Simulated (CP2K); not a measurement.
Runs of CP2K 2026.2 on Tc. Symmetry: P6_3/mmc, No. 194, hexagonal system. Conventional cell: a = 2.740 Å, b = 2.740 Å, c = 4.398 Å, α = 90.00°, β = 90.00°, γ = 120.00°. Around Tc (site symmetry -6m2) lie 12 Tc at 2.71 to 2.74 Å. 

```csv
level,cutoff of the non-local correlation (Ry),gap on the mesh (eV),pressure (GPa)
LDA,-,none,-6.9
optB88-vdW,300,none,7.5
PBEsol,-,none,(a)
BEEF-vdW,300,none,9.1
HLE17,-,none,-24.6
WC,-,none,(b)
PBE,-,none,6.9
```

Alike in all rows: task band structure; potentials or basis POTENTIAL_UZH Tc GTH-PBE-q15; TZVP-MOLOPT-PBE-GTH basis; no spin polarisation; cell as given; k mesh 11 × 11 × 6; smearing fermi-dirac 0.05 eV.

Q: Estimate the missing entries.

A: (a) -2.1; (b) -0.2.

Caveats: the basis of atomic orbitals isn't converged, which shifts pressures, moduli and gaps; the potentials were made for another functional, which shifts forces and pressure (some runs); the potentials were made for a functional far from this one (some runs).

A k mesh can miss the band edges, and the runs leave out spin-orbit coupling on Tc.

A gap of «none» marks a metal or a gap under the smearing width.
